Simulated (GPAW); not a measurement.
# ZnS (F-43m) in GPAW: a series of runs, part 2 of 2

GPAW 26.7.0. Earlier steps stand in the parts before.

## 3. Relaxation of cell and atoms, PBE

run.py

```python
from ase.filters import FrechetCellFilter
from ase.io import read, write
from ase.optimize import BFGS
from gpaw import GPAW, PW

atoms = read('POSCAR')

calc = GPAW(mode=PW(600),
            xc='PBE',
            kpts={'size': (9, 9, 9), 'gamma': True},
            occupations={'name': 'fermi-dirac', 'width': 0.05},
            nbands=18,
            convergence={'density': 1e-05, 'forces': 0.0001},
            maxiter=150,
            txt='gpaw.txt')
atoms.calc = calc
opt = BFGS(FrechetCellFilter(atoms), trajectory='relax.traj', logfile='-')
done = opt.run(fmax=0.02, steps=100)
calc.write('gs.gpw')
write('result.traj', atoms)
print('Converged:', done)
print('Cell:', atoms.cell.cellpar().round(4))
print('Volume:', round(atoms.get_volume(), 4))
print(atoms.get_scaled_positions().round(5))
```

POSCAR

```
ZnS
1.0
    0.0000000000      2.7020000000      2.7020000000
    2.7020000000      0.0000000000      2.7020000000
    2.7020000000      2.7020000000      0.0000000000
Zn S
1 1
Direct
    0.7500000000      0.7500000000      0.7500000000
    0.0000000000      0.0000000000      0.0000000000
```

Potentials or basis: GPAW PAW data sets (gpaw-data 1.2.1), pw.

Command:

```console
$ OMP_NUM_THREADS=1 python run.py
```

gpaw.txt:

```text
__  _  _
 | _ |_)|_||  |
 |__||  | ||/\| - 26.7.0

Input parameters:
  mode=PW(ecut=600.0),
  convergence={'density': 1e-05, 'forces': 0.0001},
  kpts=MonkhorstPack(size=(9, 9, 9), gamma=True),
  maxiter=150,
  nbands=18,
  occupations=Occupations(name='fermi-dirac', width=0.05),
  xc=XC(name='PBE')

Diagonalizing LCAO Hamiltonian
Converting LCAO to pw mode

                    Zn

       S

Atoms  # Å, Bohr magnetons
|   | symbol |        x |        y |        z |    initial magnetic moments |
|---|--------|----------|----------|----------|-----------------------------|
| 0 |     Zn | 4.053000 | 4.053000 | 4.053000 | ( 0.0000,  0.0000,  0.0000) |
| 1 |      S | 0.000000 | 0.000000 | 0.000000 | ( 0.0000,  0.0000,  0.0000) |

Unit cell  # Å
| periodic |        x |        y |        z |  lengths |    angles |
|----------|----------|----------|----------|----------|-----------|
|      yes | 0.000000 | 2.702000 | 2.702000 | 3.821205 | 60.000000 |
|      yes | 2.702000 | 0.000000 | 2.702000 | 3.821205 | 60.000000 |
|      yes | 2.702000 | 2.702000 | 0.000000 | 3.821205 | 60.000000 |

Number of symmetries: 24
Symmetry operations  # r_c * U_cc + t_c -> r_c
|    | kind |            matrix            |
|----|------|------------------------------|
|  0 |  E   |  1, 0, 0,  0, 1, 0,  0, 0, 1 |
|  1 |  σ   |  1, 0, 0,  0, 0, 1,  0, 1, 0 |
|  2 |  σ   |  1, 0,-1,  0, 1,-1,  0, 0,-1 |
|  3 |  C3  |  1, 0,-1,  0, 0,-1,  0, 1,-1 |
|  4 |  C3  |  1,-1, 0,  0,-1, 1,  0,-1, 0 |
|  5 |  σ   |  1,-1, 0,  0,-1, 0,  0,-1, 1 |
|  6 |  σ   |  0, 1, 0,  1, 0, 0,  0, 0, 1 |
|  7 |  C3  |  0, 1, 0,  0, 0, 1,  1, 0, 0 |
|  8 |  C2  |  0, 1,-1,  1, 0,-1,  0, 0,-1 |
[... 209 lines left out ...]
Stress tensor  # eV/Ang^3
|         x |         y |         z |
|-----------|-----------|-----------|
| -0.010136 |  0.000000 |  0.000000 |
|  0.000000 | -0.010136 |  0.000000 |
|  0.000000 |  0.000000 | -0.010136 |

Forces  # eV/Ang
|       x |        y |        z |
|---------|----------|----------|
| 0.00000 | -0.00000 | -0.00000 |  # Zn   0
| 0.00000 |  0.00000 |  0.00000 |  # S    1

Interpolating wave functions to new cell

                    Zn

       S

Atoms  # Å, Bohr magnetons
|   | symbol |         x |        y |        z |    initial magnetic moments |
|---|--------|-----------|----------|----------|-----------------------------|
| 0 |     Zn |  4.058793 | 4.058793 | 4.058793 | ( 0.0000,  0.0000,  0.0000) |
| 1 |      S | -0.000000 | 0.000000 | 0.000000 | ( 0.0000,  0.0000,  0.0000) |

Unit cell  # Å
| periodic |         x |         y |         z |  lengths |    angles |
|----------|-----------|-----------|-----------|----------|-----------|
|      yes | -0.000000 |  2.705862 |  2.705862 | 3.826666 | 60.000000 |
|      yes |  2.705862 | -0.000000 |  2.705862 | 3.826666 | 60.000000 |
|      yes |  2.705862 |  2.705862 | -0.000000 | 3.826666 | 60.000000 |

Number of symmetries: 24
Symmetry operations  # r_c * U_cc + t_c -> r_c
|    | kind |            matrix            |
|----|------|------------------------------|
|  0 |  E   |  1, 0, 0,  0, 1, 0,  0, 0, 1 |
|  1 |  σ   |  1, 0, 0,  0, 0, 1,  0, 1, 0 |
|  2 |  σ   |  1, 0,-1,  0, 1,-1,  0, 0,-1 |
|  3 |  C3  |  1, 0,-1,  0, 0,-1,  0, 1,-1 |
|  4 |  C3  |  1,-1, 0,  0,-1, 1,  0,-1, 0 |
|  5 |  σ   |  1,-1, 0,  0,-1, 0,  0,-1, 1 |
|  6 |  σ   |  0, 1, 0,  1, 0, 0,  0, 0, 1 |
|  7 |  C3  |  0, 1, 0,  0, 0, 1,  1, 0, 0 |
|  8 |  C2  |  0, 1,-1,  1, 0,-1,  0, 0,-1 |
[... 207 lines left out ...]
Stress tensor  # eV/Ang^3
|         x |         y |         z |
|-----------|-----------|-----------|
| -0.008088 | -0.000000 | -0.000000 |
| -0.000000 | -0.008088 |  0.000000 |
| -0.000000 |  0.000000 | -0.008088 |

Forces  # eV/Ang
|        x |        y |        z |
|----------|----------|----------|
| -0.00000 | -0.00000 | -0.00000 |  # Zn   0
|  0.00000 |  0.00000 |  0.00000 |  # S    1

Interpolating wave functions to new cell

                    Zn

       S

Atoms  # Å, Bohr magnetons
|   | symbol |        x |        y |        z |    initial magnetic moments |
|---|--------|----------|----------|----------|-----------------------------|
| 0 |     Zn | 4.082252 | 4.082252 | 4.082252 | ( 0.0000,  0.0000,  0.0000) |
| 1 |      S | 0.000000 | 0.000000 | 0.000000 | ( 0.0000,  0.0000,  0.0000) |

Unit cell  # Å
| periodic |         x |        y |        z |  lengths |    angles |
|----------|-----------|----------|----------|----------|-----------|
|      yes | -0.000000 | 2.721502 | 2.721502 | 3.848784 | 60.000000 |
|      yes |  2.721502 | 0.000000 | 2.721502 | 3.848784 | 60.000000 |
|      yes |  2.721502 | 2.721502 | 0.000000 | 3.848784 | 60.000000 |

Number of symmetries: 24
Symmetry operations  # r_c * U_cc + t_c -> r_c
|    | kind |            matrix            |
|----|------|------------------------------|
|  0 |  E   |  1, 0, 0,  0, 1, 0,  0, 0, 1 |
|  1 |  σ   |  1, 0, 0,  0, 0, 1,  0, 1, 0 |
|  2 |  σ   |  1, 0,-1,  0, 1,-1,  0, 0,-1 |
|  3 |  C3  |  1, 0,-1,  0, 0,-1,  0, 1,-1 |
|  4 |  C3  |  1,-1, 0,  0,-1, 1,  0,-1, 0 |
|  5 |  σ   |  1,-1, 0,  0,-1, 0,  0,-1, 1 |
|  6 |  σ   |  0, 1, 0,  1, 0, 0,  0, 0, 1 |
|  7 |  C3  |  0, 1, 0,  0, 0, 1,  1, 0, 0 |
|  8 |  C2  |  0, 1,-1,  1, 0,-1,  0, 0,-1 |
[... 208 lines left out ...]
Stress tensor  # eV/Ang^3
|         x |         y |         z |
|-----------|-----------|-----------|
| -0.000206 | -0.000000 | -0.000000 |
| -0.000000 | -0.000206 |  0.000000 |
| -0.000000 |  0.000000 | -0.000206 |

Forces  # eV/Ang
|       x |        y |       z |
|---------|----------|---------|
| 0.00000 |  0.00000 | 0.00000 |  # Zn   0
| 0.00000 | -0.00000 | 0.00000 |  # S    1

# Writing to gs.gpw (mode='')
```

Wall time 56 s (1 thread of Arm Neoverse V1, shared host); peak memory 0.19 GiB.

Results:

```yaml
Free_energy: -6.9280 eV
Relaxed_volume: 20.16 Å³/atom
Relaxed_cell: a = 3.849 Å, b = 3.849 Å, c = 3.849 Å, α = 60.00°, β = 60.00°, γ = 60.00°
Space_group_after_relaxing_to_0.05_Å: F-43m (No. 216)
Energy_gained_by_relaxing: 2.3 meV/atom
Ionic_steps: 3
Pressure_after_relaxing: 0.0 GPa
Band_gap_on_the_k_mesh: 2.01 eV, direct
```

Step by step:
| step | energy change (eV) | largest force (eV/Å) | pressure (GPa) | volume (Å³) |
| --- | --- | --- | --- | --- |
| 1 | 0.0000 | 0.0000 | 1.62 | 39.45 |
| 2 | -0.0016 | 0.0000 | 1.30 | 39.62 |
| 3 | -0.0047 | 0.0000 | 0.03 | 40.31 |

Final structure:
```
Zn S
1.0
     0.00000    2.72150    2.72150
     2.72150    0.00000    2.72150
     2.72150    2.72150    0.00000
Zn S
1 1
Direct
  0.75000 0.75000 0.75000
  0.00000 0.00000 0.00000
```

Caveat: later steps reuse the first step's grids.

## 4. Relaxation of cell and atoms, LDA

run.py, as its differences from that of step 3:

```diff
@@ -1,3 +1,4 @@
+from ase import Atoms
 from ase.filters import FrechetCellFilter
-from ase.io import read, write
+from ase.io import write
 from ase.optimize import BFGS
@@ -5,6 +6,12 @@
 
-atoms = read('POSCAR')
+atoms = Atoms(['Zn', 'S'],
+              cell=[[0.0, 2.702, 2.702],
+                    [2.702, 0.0, 2.702],
+                    [2.702, 2.702, 0.0]],
+              scaled_positions=[[0.75, 0.75, 0.75],
+                                [0.0, 0.0, 0.0]],
+              pbc=True)
 
 calc = GPAW(mode=PW(600),
-            xc='PBE',
+            xc='LDA',
             kpts={'size': (9, 9, 9), 'gamma': True},
@@ -17,3 +24,3 @@
 opt = BFGS(FrechetCellFilter(atoms), trajectory='relax.traj', logfile='-')
-done = opt.run(fmax=0.02, steps=100)
+done = opt.run(fmax=0.05, steps=100)
 calc.write('gs.gpw')
```

Potentials or basis: the program's PAW data sets (release 1.2.1) made for this functional, pw.

Command:

```console
$ OMP_NUM_THREADS=1 python run.py
```

It took 55 s on 1 thread of Arm Neoverse V1, shared host; peak memory 0.18 GiB.

The run converged. Its results:

- Free energy: -8.3150 eV
- Relaxed volume: 18.40 Å³/atom
- Relaxed cell: a = 3.733 Å, b = 3.733 Å, c = 3.733 Å, α = 60.00°, β = 60.00°, γ = 60.00°
- Space group after relaxing (to 0.05 Å): F-43m (No. 216)
- Energy gained by relaxing: 19.7 meV/atom
- Ionic steps: 3
- Pressure after relaxing: 0.4 GPa
- Band gap on the k mesh: 2.17 eV, direct

Step by step:
```csv
step,energy change (eV),largest force (eV/Å),pressure (GPa),volume (Å³)
1,0.0000,0.0000,-4.92,39.45
2,-0.0141,0.0000,-4.05,38.95
3,-0.0393,0.0000,0.40,36.80
```

Final structure:
```
Zn S
1.0
     0.00000    2.63995    2.63995
     2.63995    0.00000    2.63995
     2.63995    2.63995    0.00000
Zn S
1 1
Direct
  0.75000 0.75000 0.75000
  0.00000 0.00000 0.00000
```

Levels at points of the mesh, in eV from the valence-band top:
| k point | band 6 | band 7 | band 8 | band 9 | band 10 | band 11 | band 12 | band 13 |
| --- | --- | --- | --- | --- | --- | --- | --- | --- |
| (0.00, 0.00, 0.00) | -6.20 | 0.00 | 0.00 | 0.00 | 2.17 | 6.16 | 6.16 | 6.16 |

Caveat: later steps reuse the first step's grids.

## 5. Relaxation of cell and atoms, PBEsol, target pressure 1 GPa, at which the enthalpy is minimised

run.py

```python
from ase.filters import FrechetCellFilter
from ase.io import read, write
from ase.optimize import BFGS
from ase.units import GPa
from gpaw import GPAW, PW, setup_paths

setup_paths.insert(0, '.')

atoms = read('ZnS.xyz')

calc = GPAW(mode=PW(600),
            xc='PBEsol',
            kpts={'size': (9, 9, 9), 'gamma': True},
            occupations={'name': 'fermi-dirac', 'width': 0.05},
            nbands=18,
            convergence={'density': 1e-05, 'forces': 0.0001},
            maxiter=150,
            txt='gpaw.txt')
atoms.calc = calc
opt = BFGS(FrechetCellFilter(atoms, scalar_pressure=1 * GPa), trajectory='relax.traj', logfile='-')
done = opt.run(fmax=0.01, steps=100)
calc.write('gs.gpw')
write('result.traj', atoms)
print('Converged:', done)
print('Cell:', atoms.cell.cellpar().round(4))
print('Volume:', round(atoms.get_volume(), 4))
print(atoms.get_scaled_positions().round(5))
```

ZnS.xyz

```xyz
2
Lattice="0.0000000000 2.7020000000 2.7020000000 2.7020000000 0.0000000000 2.7020000000 2.7020000000 2.7020000000 0.0000000000" Properties=species:S:1:pos:R:3 pbc="T T T"
Zn     4.0530000000      4.0530000000      4.0530000000
S      0.0000000000      0.0000000000      0.0000000000
```

Potentials or basis: PAW data sets generated in the run's folder for this functional, pw.

Command:

```console
$ gpaw-setup -f PBEsol S Zn
$ OMP_NUM_THREADS=1 python run.py
```

Wall time 76 s (1 thread of Arm Neoverse V1, shared host); peak memory 0.21 GiB.

Results (log left out):

- Free energy: -7.6600 eV
- Relaxed volume: 18.97 Å³/atom
- Relaxed cell: a = 3.772 Å, b = 3.772 Å, c = 3.772 Å, α = 60.00°, β = 60.00°, γ = 60.00°
- Space group after relaxing (to 0.05 Å): F-43m (No. 216)
- Energy change on relaxing (the enthalpy is what falls): -2.3 meV/atom
- Ionic steps: 4
- Pressure after relaxing: 1.0 GPa
- Band gap on the k mesh: 2.14 eV, direct

Step by step:
| step | energy change (eV) | largest force (eV/Å) | pressure (GPa) | volume (Å³) |
| --- | --- | --- | --- | --- |
| 1 | 0.0000 | 0.0000 | -1.99 | 39.45 |
| 2 | -0.0032 | 0.0000 | -1.43 | 39.14 |
| 3 | -0.0042 | 0.0000 | 1.12 | 37.89 |
| 4 | -0.0046 | 0.0000 | 1.00 | 37.95 |

Final structure:
```yaml
crystal:
  lattice:
    - [0.00000, 2.66722, 2.66722]
    - [2.66722, 0.00000, 2.66722]
    - [2.66722, 2.66722, 0.00000]
  atoms:
    - { symbol: Zn, position: [0.75000, 0.75000, 0.75000] }
    - { symbol: S, position: [0.00000, 0.00000, 0.00000] }
```

Levels at points of the mesh, in eV from the valence-band top:
```tsv
k point	band 5	band 6	band 7	band 8	band 9	band 10	band 11	band 12	band 13	band 14
(0.00, 0.00, 0.00)	-5.98	-5.98	0.00	0.00	0.00	2.14	6.24	6.24	6.24	11.60
```

Caveat: later steps reuse the first step's grids. PBEsol gaps usually lie below the measured ones, often by a third to a half.

## 6. Overview

| task | level | potentials or basis | cell | smearing | optimizer | fmax | max steps | convergence | target pressure | gap on the mesh (eV) | pressure (GPa) | relaxed volume (Å³/atom) |
| --- | --- | --- | --- | --- | --- | --- | --- | --- | --- | --- | --- | --- |
| single point | PBE | GPAW PAW data sets (gpaw-data 1.2.1), pw | as given | gaussian 0.011 eV | - | - | - | - | - | 2.10 | 1.6 | - |
| relaxation of cell and atoms | PBE | GPAW PAW data sets (gpaw-data 1.2.1), pw | relaxed | fermi-dirac 0.05 eV | BFGS | 0.02 eV/Å | 100 | density=1e-05 forces=0.0001 | - | 2.01 | 0.0 | 20.16 |
| relaxation of cell and atoms | LDA | the program's PAW data sets (release 1.2.1) made for this functional, pw | relaxed | fermi-dirac 0.05 eV | BFGS | 0.05 eV/Å | 100 | density=1e-05 forces=0.0001 | - | 2.17 | 0.4 | 18.40 |
| relaxation of cell and atoms | PBEsol | PAW data sets generated in the run's folder for this functional, pw | relaxed to 1 GPa | fermi-dirac 0.05 eV | BFGS | 0.01 eV/Å | 100 | density=1e-05 forces=0.0001 | 1 GPa | 2.14 | 1.0 | - |

Alike in all rows: no spin polarisation; k mesh 9 × 9 × 9; cutoff (eV) 600.

Caveats: later steps reuse the first step's grids (some runs).

Absolute energies hang on the potentials; compare differences alone.

## 7. How close it comes

Step 2. Measured gap of ZnS: 3.85 eV (direct; 19 K; quoted in “Electronic, vibrational, and thermodynamic properties of ZnS (zincblende and rocksalt structure)”, 2009, arxiv:0911.5022). This calculation gives 2.10 eV (-1.75 eV). The value is that of PBE, without temperature or zero-point motion. Semilocal functionals fall short of measured gaps as a rule.
